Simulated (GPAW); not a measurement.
A run of GPAW 26.7.0 is set up as follows.

The input run.py:

```python
from ase import Atoms
from ase.dft.bandgap import bandgap
from ase.io import write
from ase.units import GPa
from gpaw import GPAW, PW, setup_paths

setup_paths.insert(0, '.')

atoms = Atoms(['Ti', 'O'],
              cell=[[3.031, 0.0, 0.0],
                    [-1.5155, 2.6249229989, 0.0],
                    [0.0, 0.0, 3.2377]],
              scaled_positions=[[0.6666666667, 0.3333333333, 0.0],
                                [0.0, 0.0, 0.5]],
              pbc=True)

calc = GPAW(mode=PW(800),
            xc='PBEsol',
            kpts={'size': (10, 10, 8), 'gamma': True},
            occupations={'name': 'methfessel-paxton', 'order': 0, 'width': 0.02},
            nbands=19,
            convergence={'density': 1e-05, 'energy': 1e-05},
            maxiter=150,
            txt='gpaw.txt')
atoms.calc = calc
energy = atoms.get_potential_energy()
forces = atoms.get_forces()
stress = atoms.get_stress()
calc.write('gs.gpw')
write('result.traj', atoms)
print(f'Energy: {energy:.6f} eV')
print('Forces (eV/A):')
print(forces.round(4))
print('Stress (GPa):', (stress / GPa).round(3))
print('Fermi level:', round(calc.get_fermi_level(), 4), 'eV')
print(f'Gap: {bandgap(calc)[0]:.4f} eV, direct: {bandgap(calc, direct=True)[0]:.4f} eV')
```

Potentials or basis: PAW data sets generated in the run's folder for this functional, pw.

Launch:

```console
$ gpaw-setup -f PBEsol O Ti
$ OMP_NUM_THREADS=1 python run.py
```

**Question.** Predict the band gap on the k mesh.

**Answer.** 0.02 eV, direct.

**Question.** Predict the pressure.

**Answer.** -40.3 GPa.

Stress tensor (GPa, compression positive):
```
-33.68   0.00   0.00
  0.00 -33.68   0.00
  0.00   0.00 -53.51
```

Caveat: a pressure of tens of GPa on the cell as given is suspect, and the run, the potentials or the cell itself is likely at fault. A k mesh can miss the band edges.
